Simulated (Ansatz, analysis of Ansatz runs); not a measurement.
# Migration in TiO2 (I4_1/amd): H transfer from O to O, charge +1

How high is the barrier when H changes place in TiO2 (I4_1/amd)? The case: H transfer from O to O, charge +1, in a cell of 48 host atoms with 1 H put in.

Calculated with Ansatz 0.2.0; plane-wave PAW DFT, PBEsol; nudged elastic band between two relaxed defect structures at fixed charge in a uniform background.

Report form: the programs' logs are mostly left out.

**1. Set-up**

The cell holds 49 atoms: 16 Ti, 32 O and 1 H. Cell: a = 7.538 Å, b = 7.538 Å, c = 9.558 Å, α = 90.0°, β = 90.0°, γ = 90.0°. It derives from TiO2 (space group I4_1/amd). Nearest the centre at fractional (0.375, 0.250, 0.375): H49 at 0.23 Å, O12 at 1.23 Å, O29 at 1.23 Å, Ti2 at 1.52 Å, Ti27 at 1.52 Å, O10 at 2.65 Å, O22 at 2.65 Å, O31 at 2.65 Å. The cell carries charge +1.

The cell's shortest repeat is 7.5 Å.

**2. Relaxation of the start point, charge +1**

A barrier is counted from a minimum, so both ends are relaxed first. Small random displacements break the symmetry of the ideal sites, so that the defect can distort if it gains by it. The charge of +1 is set by the electron count, and a uniform background keeps the cell neutral.

qp1_c48k1s.start/input.yaml reads:

```yaml
crystal:
  lattice:
    - [7.53758642, 0.0, 0.0]
    - [0.0, 7.53758642, 0.0]
    - [0.0, 0.0, 9.55830747]
  atoms:
    - { symbol: Ti, position: [0.0, 0.0, 0.0] }
    - { symbol: Ti, position: [0.25, 0.25, 0.5] }
    - { symbol: Ti, position: [0.0, 0.25, 0.25] }
    - { symbol: Ti, position: [0.25, 0.0, 0.75] }
    - { symbol: O, position: [0.0, 0.25, 0.45743051] }
    - { symbol: O, position: [0.25, 0.0, 0.95743051] }
    - { symbol: O, position: [0.0, 0.0, 0.20743051] }
    - { symbol: O, position: [0.25, 0.25, 0.70743051] }
[... 37 atom lines left out ...]
    - { symbol: O, position: [0.75, 0.5, 0.54256949] }
    - { symbol: O, position: [0.5, 0.5, 0.79256949] }
    - { symbol: O, position: [0.75, 0.75, 0.29256949] }
    - { symbol: H, position: [0.39855, 0.25, 0.390478] }
total_charge: 1
basis:
  ecutwfc: 420
  xc_grid: 2
hamiltonian:
  xc: pbesol
kpoints:
  mp_grid: { grid: [1, 1, 1], shift: [0.25, 0.25, 0.25] }
scf:
  occupations: { method: fixed }
  max_iter: 100
output:
  forces: true
relax:
  f_tol: 0.02
  max_steps: 70
  random_displacement: { amplitude: 0.03, seed: 2819 }
```

Launch:

```console
$ ansatz run input.yaml --threads 32 --pin off --max-ram 84787MiB --backend cuda --events-out ev --progress --plain --runs-dir out --max-vram 78GiB
```

Run time: 8.2 s. Hardware: 1 × NVIDIA GB200 with 32 threads of Arm Neoverse V2, shared host; peak memory 1.2 GiB.

Relaxation path:

```csv
step,energy less that of the first step (eV),largest force component (eV/Å)
1,0.0000,7.9836
2,-1.7132,3.7760
3,-1.8634,2.1251
4,-2.2547,1.4897
5,-2.3242,3.1992
6,-2.5984,0.5760
7,-2.7138,0.8977
8,-2.8272,1.6030
9,-2.9924,2.0039
10,-3.2718,1.7756
11,-3.6035,1.0287
12,-3.8731,0.6597
13,-4.1176,0.4578
14,-4.2443,0.2311
15,-4.2151,0.4432
16,-4.2617,0.2355
17,-4.2740,0.0556
18,-4.2674,0.0873
19,-4.2743,0.0631
20,-4.2748,0.0217
21,-4.2748,0.0029
```

Relaxation steps 15, 18 were tried and not accepted.

The atoms that moved most (Å, from the sites as typed, ahead of the random displacement, the mean shift of all atoms taken out):

```
atom      dx      dy      dz  length
 H49   0.752   1.371   0.755   1.737
 O29  -0.016   0.382   0.043   0.384
 O41  -0.016  -0.212  -0.017   0.213
 O34  -0.175  -0.011  -0.037   0.179
 O10   0.141  -0.010  -0.034   0.145
Ti27  -0.013  -0.052  -0.117   0.129
 O22  -0.116  -0.023  -0.013   0.119
 Ti2  -0.100  -0.055   0.017   0.115
```

Neighbours of H49 at the end:

```csv
atom,distance (Å)
O29,0.992
O46,2.151
O22,2.159
O41,2.190
Ti26,2.448
Ti2,2.453
O43,2.588
Ti27,2.633
```

Read from the output:

```yaml
free_energy: -57623.1054 eV
r_m_s_move_of_the_farther_half_of_the_atoms: 0.02632 Å
largest_move_from_the_ideal_geometry_of_this_structure_a_common_shift_of_the_far_atoms_taken_out: 1.771 Å
```

The relaxation gained 4.275 eV and ended with a largest force component of 0.0029 eV/Å.

**3. Relaxation of the end point, charge +1**

The end point is relaxed in the same cell and settings, so that the two energies compare. Atoms more than 3.2 Å from the middle of the hop start where the first relaxation left them, the nearer ones on or close to their ideal places, with small random displacements.

qp1_c48k1s.end/input.yaml reads:

```yaml
crystal:
  lattice:
    - [7.53758642, 0.0, 0.0]
    - [0.0, 7.53758642, 0.0]
    - [0.0, 0.0, 9.55830747]
  atoms:
    - { symbol: Ti, position: [-0.00045154, -0.00287581, -0.00089112] }
    - { symbol: Ti, position: [0.25, 0.25, 0.5] }
    - { symbol: Ti, position: [0.0, 0.25, 0.25] }
[... 1 atom line left out ...]
    - { symbol: O, position: [0.0, 0.25, 0.45743051] }
[... 4 atom lines left out ...]
    - { symbol: O, position: [0.25, 0.0, 0.54256949] }
[... 1 atom line left out ...]
    - { symbol: O, position: [0.25, 0.25, 0.29256949] }
[... 9 atom lines left out ...]
    - { symbol: O, position: [0.25, 0.5, 0.54256949] }
[... 4 atom lines left out ...]
    - { symbol: Ti, position: [0.5, 0.25, 0.25] }
[... 1 atom line left out ...]
    - { symbol: O, position: [0.5, 0.25, 0.45743051] }
[... 1 atom line left out ...]
    - { symbol: O, position: [0.5, 0.0, 0.20743051] }
[... 4 atom lines left out ...]
    - { symbol: O, position: [0.75, 0.25, 0.29256949] }
[... 6 atom lines left out ...]
    - { symbol: O, position: [0.5, 0.5, 0.20743051] }
[... 5 atom lines left out ...]
    - { symbol: H, position: [0.35145, 0.25, 0.359522] }
total_charge: 1
basis:
  ecutwfc: 420
  xc_grid: 2
hamiltonian:
  xc: pbesol
kpoints:
  mp_grid: { grid: [1, 1, 1], shift: [0.25, 0.25, 0.25] }
scf:
  occupations: { method: fixed }
  max_iter: 100
output:
  forces: true
relax:
  f_tol: 0.02
  max_steps: 70
  random_displacement: { amplitude: 0.01, seed: 2819 }
```

It took 9.1 s on 1 × NVIDIA GB200 with 32 threads; peak memory 1.2 GiB; 43 s of CPU time.

Relaxation path:

```
step  energy less that of the first step (eV)  largest force component (eV/Å)
   1                                   0.0000                          7.3942
   2                                  -1.6846                          3.3956
   3                                  -1.9042                          1.7543
   4                                  -2.2617                          1.4699
   5                                  -2.2565                          1.8414
   6                                  -2.4731                          0.4182
   7                                  -2.5135                          0.2925
   8                                  -2.5692                          0.5419
   9                                  -2.6732                          0.7289
  10                                  -2.8473                          0.8580
  11                                  -3.0521                          1.2037
  12                                  -3.4184                          0.8398
  13                                  -3.7260                          1.0528
  14                                  -3.9834                          0.6069
  15                                  -4.1570                          0.4434
  16                                  -4.2230                          0.1882
  17                                  -4.2355                          0.0930
  18                                  -4.2363                          0.0351
  19                                  -4.2366                          0.0227
  20                                  -4.2367                          0.0064
```

Relaxation step 5 was tried and not accepted.

The atoms that moved most (Å, from the sites as typed, ahead of the random displacement):

| atom | dx | dy | dz | length |
| --- | --- | --- | --- | --- |
| H49 | -0.747 | 1.362 | -0.759 | 1.729 |
| O12 | 0.014 | 0.373 | -0.046 | 0.376 |
| O24 | 0.014 | -0.220 | 0.013 | 0.221 |
| O34 | 0.169 | -0.055 | 0.052 | 0.186 |
| O7 | 0.177 | -0.004 | 0.049 | 0.184 |
| O41 | 0.014 | 0.156 | 0.012 | 0.158 |
| O31 | -0.142 | -0.018 | 0.038 | 0.148 |
| Ti2 | 0.010 | -0.058 | 0.116 | 0.130 |

Neighbours of H49 at the end:

| atom | distance (Å) |
| --- | --- |
| O12 | 0.992 |
| O43 | 2.154 |
| O19 | 2.157 |
| O24 | 2.186 |
| Ti27 | 2.450 |
| Ti3 | 2.453 |
| O22 | 2.593 |
| Ti2 | 2.633 |

Read from the output:

```
free energy                                                                                       : -57623.1066 eV
r.m.s. move of the farther half of the atoms                                                      : 0.02744 Å
largest move from the ideal geometry of this structure, a common shift of the far atoms taken out : 1.766 Å
```

The relaxation gained 4.237 eV and ended with a largest force component of 0.0064 eV/Å. The end lies 0.001 eV below the start.

**4. Nudged elastic band, charge +1**

3 movable images are laid between the ends on a pair-potential path, which keeps atoms from colliding in the first guess. Each image feels the true force across the path and a spring force along it. The highest image is set to climb to the top of the path.

This step: plane-wave PAW DFT, PBEsol; nudged elastic band between two relaxed defect structures at fixed charge in a uniform background.

qp1_c48k1s.neb/input.yaml reads:

```yaml
crystal:
  lattice:
    - [7.53758642, 0.0, 0.0]
    - [0.0, 7.53758642, 0.0]
    - [0.0, 0.0, 9.55830747]
  atoms:
    - { symbol: Ti, position: [-0.0021237, -0.00584811, -0.00272767] }
    - { symbol: Ti, position: [0.23685361, 0.24302962, 0.50155175] }
    - { symbol: Ti, position: [-0.00157504, 0.24459681, 0.24350288] }
    - { symbol: Ti, position: [0.24908006, -0.00370866, 0.74952097] }
    - { symbol: O, position: [-0.00211883, 0.23777796, 0.45745327] }
    - { symbol: O, position: [0.24782571, -0.00381557, 0.95540555] }
    - { symbol: O, position: [-0.00154043, -0.00453902, 0.203998] }
    - { symbol: O, position: [0.24448145, 0.2464763, 0.70603772] }
    - { symbol: O, position: [-0.00241676, 0.24586702, 0.04144922] }
    - { symbol: O, position: [0.26882073, -0.0009937, 0.53882029] }
    - { symbol: O, position: [-0.00182025, -0.00468128, 0.78913958] }
    - { symbol: O, position: [0.25068557, 0.23995924, 0.29447354] }
    - { symbol: Ti, position: [-0.00231088, 0.49751582, -0.00138692] }
    - { symbol: Ti, position: [0.24646185, 0.74570352, 0.49810664] }
    - { symbol: Ti, position: [-0.00139654, 0.74660717, 0.24851771] }
    - { symbol: Ti, position: [0.24666527, 0.49798156, 0.74877543] }
    - { symbol: O, position: [-0.00203324, 0.76024273, 0.45655645] }
    - { symbol: O, position: [0.24821339, 0.49570019, 0.95550664] }
    - { symbol: O, position: [-0.00159109, 0.49503735, 0.20763878] }
    - { symbol: O, position: [0.24789017, 0.74794181, 0.70481989] }
    - { symbol: O, position: [-0.00221402, 0.74550461, 0.04105071] }
    - { symbol: O, position: [0.23476723, 0.49724545, 0.54102128] }
    - { symbol: O, position: [-0.00185237, 0.49851304, 0.79245484] }
    - { symbol: O, position: [0.24827387, 0.74644785, 0.29122737] }
    - { symbol: Ti, position: [0.49764265, -0.00771174, -0.00309444] }
    - { symbol: Ti, position: [0.75842824, 0.24187763, 0.50153421] }
    - { symbol: Ti, position: [0.49837764, 0.24338988, 0.2375781] }
    - { symbol: Ti, position: [0.74783751, -0.00392261, 0.74982387] }
    - { symbol: O, position: [0.49806706, 0.30095076, 0.46171437] }
    - { symbol: O, position: [0.74813522, -0.00400052, 0.95531097] }
    - { symbol: O, position: [0.49831495, -0.0056262, 0.2068618] }
    - { symbol: O, position: [0.75212904, 0.24616501, 0.70595456] }
    - { symbol: O, position: [0.49787385, 0.24526697, 0.040297] }
    - { symbol: O, position: [0.72691252, -0.00116544, 0.53848093] }
    - { symbol: O, position: [0.49810875, -0.00251783, 0.79239777] }
    - { symbol: O, position: [0.74554101, 0.23943043, 0.29438655] }
    - { symbol: Ti, position: [0.49787416, 0.49891727, -0.00473397] }
    - { symbol: Ti, position: [0.74848847, 0.74511496, 0.49788692] }
    - { symbol: Ti, position: [0.49851335, 0.74298524, 0.24801987] }
    - { symbol: Ti, position: [0.7502763, 0.4978917, 0.74845688] }
    - { symbol: O, position: [0.49800317, 0.72222106, 0.4554338] }
    - { symbol: O, position: [0.74779461, 0.49583309, 0.95546169] }
    - { symbol: O, position: [0.49867418, 0.49573303, 0.20316071] }
    - { symbol: O, position: [0.748764, 0.74805952, 0.70477035] }
    - { symbol: O, position: [0.49760852, 0.74576403, 0.03941669] }
    - { symbol: O, position: [0.76094491, 0.49716261, 0.54125283] }
    - { symbol: O, position: [0.49817378, 0.49608931, 0.78815093] }
    - { symbol: O, position: [0.74813481, 0.74658529, 0.29117946] }
    - { symbol: H, position: [0.49849187, 0.43226308, 0.4692967] }
total_charge: 1
basis:
  ecutwfc: 420
  xc_grid: 2
hamiltonian:
  xc: pbesol
kpoints:
  mp_grid: { grid: [1, 1, 1], shift: [0.25, 0.25, 0.25] }
scf:
  occupations: { method: fixed }
  max_iter: 100
output:
  forces: true
neb:
  images: 3
  f_tol: 0.04
  climbing: true
  initial_path: idpp
  max_iterations: 45
  order_check: false
  final_atoms:
    - { symbol: Ti, position: [-0.00090234, -0.00301996, -0.00331814] }
    - { symbol: Ti, position: [0.24813599, 0.24312096, 0.50864743] }
    - { symbol: Ti, position: [-0.01224773, 0.24205013, 0.24483233] }
[... 1 atom line left out ...]
    - { symbol: O, position: [0.00090515, 0.24008219, 0.45184768] }
[... 4 atom lines left out ...]
    - { symbol: O, position: [0.24830993, -0.00583009, 0.5393241] }
[... 1 atom line left out ...]
    - { symbol: O, position: [0.24871231, 0.30023365, 0.28428766] }
[... 9 atom lines left out ...]
    - { symbol: O, position: [0.24786234, 0.49549661, 0.54314325] }
[... 4 atom lines left out ...]
    - { symbol: Ti, position: [0.509342, 0.24091272, 0.24470841] }
[... 1 atom line left out ...]
    - { symbol: O, position: [0.49579295, 0.24023286, 0.45192197] }
[... 1 atom line left out ...]
    - { symbol: O, position: [0.477964, -0.00160865, 0.2078938] }
[... 4 atom lines left out ...]
    - { symbol: O, position: [0.74857508, 0.23654992, 0.28886046] }
[... 6 atom lines left out ...]
    - { symbol: O, position: [0.51216255, 0.49676481, 0.20487697] }
[... 5 atom lines left out ...]
    - { symbol: H, position: [0.24919386, 0.43153368, 0.27664299] }
```

Run time: 8.4 s. Hardware: 1 × NVIDIA GB200 with 32 threads; peak memory 1.5 GiB.

The path, image by image:

```
image  path (Å)  energy (eV)     H49: x, y, z (Å)
    0     0.000       0.0000  3.757, 3.258, 4.486
    1     0.806       0.4899  3.318, 2.993, 3.993
    2     1.611       1.5313  2.813, 2.625, 3.567
    3     2.413       0.4901  2.311, 2.992, 3.142
    4     3.215      -0.0012  1.878, 3.253, 2.644
```

Numbers from this step:

* free energy: -57621.5740 eV
* barrier forward: 1.531 eV
* barrier backward: 1.533 eV
* end less start: -0.001243 eV
* hop length: 2.631 Å

Track of the atom that was set to move:

```
image  x (Å)  y (Å)  z (Å)  nearest neighbour  distance (Å)
    0  3.757  3.258  4.486                  O         0.992
    1  3.318  2.993  3.993                  O         0.995
    2  2.813  2.625  3.567                  O         1.242
    3  2.311  2.992  3.142                  O         0.995
    4  1.878  3.253  2.644                  O         0.992
```

The band met its tolerance of 0.04 eV/Å after 11 iterations, with image 2 on top (the start counts as 0). H49, which moves farthest between the ends, has 1 O at 0.99 Å nearest at the start and 2 O at 1.24 Å at the top.

**5. Single point at the top of the path, PBEsol**

A single point at the top of the band gives the levels near the gap and the populations there.

This step: plane-wave PAW DFT, PBEsol; single point of a defect supercell on a structure of the PBEsol path.

qp1_c48k1s.top.probe/input.yaml reads:

```yaml
crystal:
  lattice:
    - [7.53758642, 0.0, 0.0]
    - [0.0, 7.53758642, 0.0]
    - [0.0, 0.0, 9.55830747]
  atoms:
    - { symbol: Ti, position: [-0.00275495, 0.00022992, -0.00046195] }
    - { symbol: Ti, position: [0.22810883, 0.23328377, 0.51598105] }
[... 2 atom lines left out ...]
    - { symbol: O, position: [-0.00546774, 0.2388743, 0.45718199] }
[... 4 atom lines left out ...]
    - { symbol: O, position: [0.25700701, -0.00660451, 0.54125252] }
[... 1 atom line left out ...]
    - { symbol: O, position: [0.25778232, 0.28042213, 0.29745652] }
[... 9 atom lines left out ...]
    - { symbol: O, position: [0.23499286, 0.49585014, 0.54551711] }
[... 3 atom lines left out ...]
    - { symbol: Ti, position: [0.73954571, 0.25292676, 0.49905236] }
    - { symbol: Ti, position: [0.51822867, 0.23391385, 0.23010641] }
[... 1 atom line left out ...]
    - { symbol: O, position: [0.48898318, 0.28028059, 0.44888433] }
[... 1 atom line left out ...]
    - { symbol: O, position: [0.49030825, -0.00626391, 0.20509852] }
[... 4 atom lines left out ...]
    - { symbol: O, position: [0.75207764, 0.23856368, 0.28902891] }
[... 6 atom lines left out ...]
    - { symbol: O, position: [0.51222717, 0.49622465, 0.2006376] }
[... 5 atom lines left out ...]
    - { symbol: H, position: [0.37317873, 0.34823804, 0.37319026] }
total_charge: 1
basis:
  ecutwfc: 420
  xc_grid: 2
hamiltonian:
  xc: pbesol
kpoints:
  mp_grid: { grid: [1, 1, 1], shift: [0.25, 0.25, 0.25] }
scf:
  occupations: { method: fixed }
  max_iter: 100
output:
  forces: true
  eigenvalues: true
  eigenstates: { localisation: true }
  populations: true
  write_density: true
  write_potential: true
  volumetric_format: npy
  elf: true
checkpoint:
  write: "../qp1_c48k1s.top.probe.run"
  compress: false
  write_wavefunctions: false
  write_every: 100000
```

Run time: 1.6 s. Hardware: 1 × NVIDIA GB200 with 32 threads; peak memory 1.2 GiB; 4.3 s of CPU time.

Numbers from this step:

| Item | Value |
| --- | --- |
| free energy | -57621.5740 eV |

States next to the filling edge at the first k-point, on the run's own zero (eigenstates.tsv). The participation number counts the atoms that a state is spread over, of 49; bands count from 0.

```csv
spin,band,energy (eV),occupation,participation,largest share on,share
both,186,6.798,2.00,23.8,O17,0.11
both,187,6.819,2.00,22.1,O41,0.09
both,188,6.916,2.00,29.8,O11,0.06
both,189,6.961,2.00,30.6,O21,0.06
both,190,7.082,2.00,31.5,O46,0.05
both,191,7.111,2.00,30.1,O19,0.06
both,192,10.030,0.00,21.6,Ti3,0.09
both,193,10.058,0.00,21.2,Ti28,0.08
both,194,10.221,0.00,17.5,Ti25,0.09
both,195,10.247,0.00,18.4,Ti26,0.10
both,196,10.303,0.00,13.1,Ti3,0.15
```

Under PBEsol at one point at (¼, ¼, ¼), the highest filled state is spread over 30 of 49 atoms, and the lowest empty one, 2.92 eV above it, is spread over 22 of 49 atoms.

Löwdin populations of the atoms near the centre, and their excess over far atoms of the same element, which can also hold differences between inequivalent host sites (the log counts sites from 0):

```
atom  distance from the centre (Å)  electrons  excess
 H49                          0.74      0.658       -
 O29                          1.14      6.660   0.053
 O12                          1.18      6.661   0.055
 Ti2                          1.75     10.680   0.027
Ti27                          1.76     10.681   0.027
 O10                          2.66      6.604  -0.002
 O31                          2.67      6.604  -0.003
 O22                          2.68      6.618   0.011
```

The distance between the highest filled and the lowest empty level goes from 2.85 eV at the start to 2.92 eV at the top.

**6. Outcome**

```
barrier forward                         : 1.53 eV
barrier backward                        : 1.53 eV
end less start                          : 0.00 eV
hop length                              : 2.63 Å
band iterations, as the log counts them : 11
```

**Reading.** The top of the band lies 1.53 eV above the start and 1.53 eV above the end, which are alike in energy and neighbours. For hydrogen, zero-point energy and tunnelling change the rate much, so no rate follows from this barrier alone. The order of the top as a saddle was not checked for all atoms, so a bent path could be lower. No image-charge correction is applied; it largely cancels along a path if the charge stays localised alike. Limits: one k-point off the zone centre stands for the whole zone; periodic copies of the defect are only 7.5 Å apart.

[Logs are printed without paths, hosts, clocks, repeated set-up lines and the standing remarks that a program may print on its own settings, such as how far it seeks lower states.]

[Hosts, paths, dates, database ids (printed as entryN), source tags and the programs' standing remarks are cut or masked in the printed files.]
